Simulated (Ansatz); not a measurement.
# BaTiO$_{3}$: pressure against volume, fitted

```yaml
crystal:
  lattice:
    - [3.99980, 0.00000, 0.00000]
    - [0.00000, 3.99980, 0.00000]
    - [0.00000, 0.00000, 4.01800]
  atoms:
    - { symbol: Ba, position: [0.00000, 0.00000, 0.00000] }
    - { symbol: Ti, position: [0.50000, 0.50000, 0.48200] }
    - { symbol: O, position: [0.50000, 0.50000, 0.01600] }
    - { symbol: O, position: [0.50000, 0.00000, 0.51500] }
    - { symbol: O, position: [0.00000, 0.50000, 0.51500] }
```

Atoms are numbered in the order listed.

Conventional cell: a = 4.000 Å, b = 4.000 Å, c = 4.018 Å, α = 90.00°, β = 90.00°, γ = 90.00°. Ba (atom 1) is surrounded by 12 O at 2.79 to 2.88 Å. Ti (atom 2) is surrounded by 6 O at 1.87 to 2.15 Å. Around O (atom 3) lie 2 Ti at 1.87 to 2.15 Å. O (atom 4) is surrounded by 2 Ti at 2.00 Å.

The cell is COD entry 2100858, as deposited and not checked against the literature; nothing was relaxed.

Spin–orbit coupling is left out, though it moves levels of the heavy atoms by tenths of an eV or more.

These are results of Ansatz 0.2.0, DFT, PBE, all-electron LAPW, scalar-relativistic, not measurements.

Settings: a Γ-centred 7×7×7 k mesh, Fermi–Dirac smearing of 0.08 eV, basis error target 1 meV/atom, no spin polarisation.

The cell is scaled evenly. Fractional coordinates are held (clamped ions).

```tsv
V (Å³/atom)	P (GPa)
12.085	14.89
12.599	6.31
12.728	4.44
12.856	2.66
12.985	0.99
13.113	-0.60
13.371	-3.54
13.628	-6.17
```

Problem. Fit a third-order Birch–Murnaghan curve to the pressures.

Solution. P = (3B0/2)(y^(7/2) − y^(5/2))[1 + (3/4)(B0′ − 4)(y − 1)] with y = (V0/V)^(2/3) fits within 0.01 GPa for V0 = 13.064 Å³/atom, B0 = 160.5 GPa and B0′ = 4.47.

Problem. Predict the pressure at the withheld volume, 12.342 Å³/atom.

Solution. There y = 1.0386, so the fit gives 10.36 GPa; the run gave 10.36 GPa.
